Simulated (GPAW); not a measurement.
**CoO: equation of state with BLYP**

The system is CoO.

```
CELL_PARAMETERS angstrom
0.00000 2.13150 2.13150
2.13150 0.00000 2.13150
2.13150 2.13150 0.00000
ATOMIC_POSITIONS crystal
Co 0.00000 0.00000 0.00000
O 0.50000 0.50000 0.50000
```

```yaml
Program: GPAW 26.7.0
Task: equation of state
Functional: BLYP
Potentials_or_basis: PAW data sets generated in the run's folder for this functional
Cutoff: 800 eV
Basis: pw
k_mesh: 9 × 9 × 9
Occupations: fermi-dirac, width 0.05 eV
Spin: collinear spin, ferromagnetic start
Starting_moments: "[2.0, 0.0] μB"
```

```
Equilibrium volume                      : 10.02 Å³/atom
Bulk modulus                            : 143 GPa
Pressure derivative of the bulk modulus : 6.0 (rough: it moves with the points fitted)
```

Energy against volume, from the lowest point:
| volume (Å³/atom) | energy (meV/atom) |
| --- | --- |
| 9.103 | 46.12 |
| 9.297 | 27.28 |
| 9.490 | 13.70 |
| 9.684 | 5.01 |
| 9.878 | 0.68 |
| 10.071 | 0.00 |
| 10.265 | 2.39 |

Run time: 2.2 min on 1 thread of AMD EPYC 7B13 (Zen 3), with other jobs on the host, peak memory 0.29 GiB.

BLYP gives volumes clearly too large for solids. Zero-point motion and thermal expansion aren't in these numbers.
